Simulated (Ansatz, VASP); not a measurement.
**MnS: VASP beside Ansatz**

```xyz
2
Lattice="0.0000 2.6045 2.6045 2.6045 0.0000 2.6045 2.6045 2.6045 0.0000" Properties=species:S:1:pos:R:3 pbc="T T T"
Mn    0.0000    0.0000    0.0000
S     2.6045    2.6045    2.6045
```

Alike in both runs: task single point; functional PBEsol; k mesh 9 × 9 × 9; occupations fermi-dirac, width 0.05 eV; collinear spin, ferromagnetic start.

|  | VASP | Ansatz |
| --- | --- | --- |
| version | VASP 6.6.1 | Ansatz 0.2.0 |
| potentials or method | VASP PAW PBE potentials, release 64 (Mn_pv, S) | Ansatz PAW |
| plane-wave cutoff (eV) | 520 | 420 |
| valence electrons in the cell | 19 | 21 |

```csv
,VASP,Ansatz,Ansatz less VASP
gap on the k mesh at the Fermi level (eV),none,none,-
pressure (GPa),-7.2,-7.3,-0.12
net moment per atom (μB),2.34,2.34,0.000
size of the moment on the site where the two differ most (μB),4.23,4.18,-0.048
```

Site moments also hang on the region over which each program counts them. A gap of «none» marks a metal or a gap that the smearing closes. The functional is the same, so the differences come from potentials, cutoffs and numerics. The two sets of potentials don't hold the same shells in valence.

Caveats: a cell with one magnetic atom can't hold antiferromagnetic order, which such compounds often take; semilocal functionals often make such compounds metallic where correlation or magnetic order opens a gap, which also shifts bond lengths; the PAW data sets were made with another functional, which shifts forces and pressure a little (VASP); the PAW data sets come from PBE, with cores solved anew for the run's functional, which leaves a small shift of forces and pressure (Ansatz). With open d or f shells a metallic result of PBEsol can be an artefact of self-interaction; +U or a hybrid may open a gap.
